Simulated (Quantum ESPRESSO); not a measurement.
**BeTe in Quantum ESPRESSO: the effect of target pressure**

The system is BeTe.

```xyz
2
Lattice="0.0000 2.7700 2.7700 2.7700 0.0000 2.7700 2.7700 2.7700 0.0000" Properties=species:S:1:pos:R:3 pbc="T T T"
Te    4.1550    4.1550    4.1550
Be    0.0000    0.0000    0.0000
```

Alike in all runs:

| Property | Result |
| --- | --- |
| Program | Quantum ESPRESSO 7.5 |
| Task | relaxation of cell and atoms |
| Functional | LDA |
| Potentials or basis | SSSP 1.3 efficiency PBE |
| Cutoff | 857 eV |
| Density cutoff | 6884 eV |
| k mesh | 8 × 8 × 8 |
| Occupations | fermi-dirac, width 0.05 eV |
| Spin | no spin polarisation |

Each run relaxes the cell or the atoms first.

| target pressure | relaxed volume (Å³/atom) | gap on the mesh (eV) |
| --- | --- | --- |
| 0 GPa | 21.70 | 1.73 |
| 2 GPa | ? | ? |
| 5 GPa | 20.26 | 1.54 |
| 10 GPa | 19.19 | 1.38 |
| 20 GPa | 17.63 | 1.12 |
| 30 GPa | 16.51 | 0.89 |

Question: What does the run with target pressure 2 GPa give?

Answer: Relaxed volume 21.06 Å³/atom; gap on the mesh 1.65 eV.

Worked out: In Murnaghan's law V^(-B') rises as a straight line in P. The other rows fit best with B' = 3.6, V0 = 21.70 Å³/atom and B0 = 65 GPa, which gives 21.07 Å³/atom at 2 GPa, against the run's 21.06. A parabola through the other rows of the gap on the mesh, of slope -0.0356 eV per GPa there, gives 1.65 eV, against the run's 1.65.

Caveats: the potentials were made for another functional, which shifts forces and pressure; spin-orbit coupling is left out, which moves the levels of the heavy elements; the volume moved by over 15 % at a fixed basis, so the end points are rough (some runs).

A k mesh can miss the band edges.
